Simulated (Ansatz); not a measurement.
# Relativity in SrO

```yaml
crystal:
  lattice:
    - [0.00000, 2.56980, 2.56980]
    - [2.56980, 0.00000, 2.56980]
    - [2.56980, 2.56980, 0.00000]
  atoms:
    - { symbol: Sr, position: [0.00000, 0.00000, 0.00000] }
    - { symbol: O, position: [0.50000, 0.50000, 0.50000] }
```

Atoms are numbered in the order listed.

The cell is COD entry 1100027, as deposited and not checked against the literature; nothing was relaxed. It is an old determination, and later ones may differ.

One fixed cell is solved with PBE by full-potential LAPW in Ansatz 0.2.0 under different relativistic treatments. Pressure is positive in compression.

Numerical set-up: a Γ-centred 8×8×8 k mesh, Fermi–Dirac smearing of 0.02 eV, basis error target 0.25 meV/atom, no spin polarisation.

```
                                             setting  P (GPa)  gap on the k mesh (eV)
                                 scalar-relativistic     2.92                    3.31
                                    non-relativistic        ?                       ?
                            with spin–orbit coupling     2.92                    3.29
                   scalar-relativistic, point nuclei     2.92                    3.31
scalar-relativistic, inner shells corrected to Dirac     2.93                    3.31
```

Q: What belongs in the row "non-relativistic", column "P (GPa)"?

A: 3.44.

Q: Give the missing entry: row "non-relativistic", column "gap on the k mesh (eV)".

A: 3.18.
